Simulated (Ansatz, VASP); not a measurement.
TePb in VASP and in Ansatz

```xyz
2
Lattice="0.0000 3.2484 3.2484 3.2484 0.0000 3.2484 3.2484 3.2484 0.0000" Properties=species:S:1:pos:R:3 pbc="T T T"
Te    3.2484    3.2484    3.2484
Pb    0.0000    0.0000    0.0000
```

Change from the starting cell: volume scaled by 1.02, PAW files.

Alike in both runs: task electric field gradients; functional PBE; k mesh 11 × 11 × 11; occupations fermi-dirac, width 0.08 eV; no spin polarisation.

```csv
,VASP,Ansatz
version,VASP 6.6.1,Ansatz 0.2.0
potentials or method,"VASP PAW PBE potentials, release 64 (Te, Pb_d)","PAW with Ansatz's default frozen-core files, scalar-relativistic"
plane-wave cutoff (eV),520,420
valence electrons in the cell,20,30
```

Ansatz gave:

* pressure (GPa): 1.4
* Vzz of the field gradient on the site that differs most (V/Å²): 0.0

**Question.** What did VASP give for the same quantities?

**Answer.** Pressure (GPa): 1.3; Vzz of the field gradient on the site that differs most (V/Å²): 0.0.

With one functional, cell and mesh, what is left measures potentials, basis and numerics. The two sets of potentials don't hold the same shells in valence. Ansatz warned: «gradients_without_spin_orbit».

Spin-orbit coupling is left out, which matters for the levels of Pb, Te.
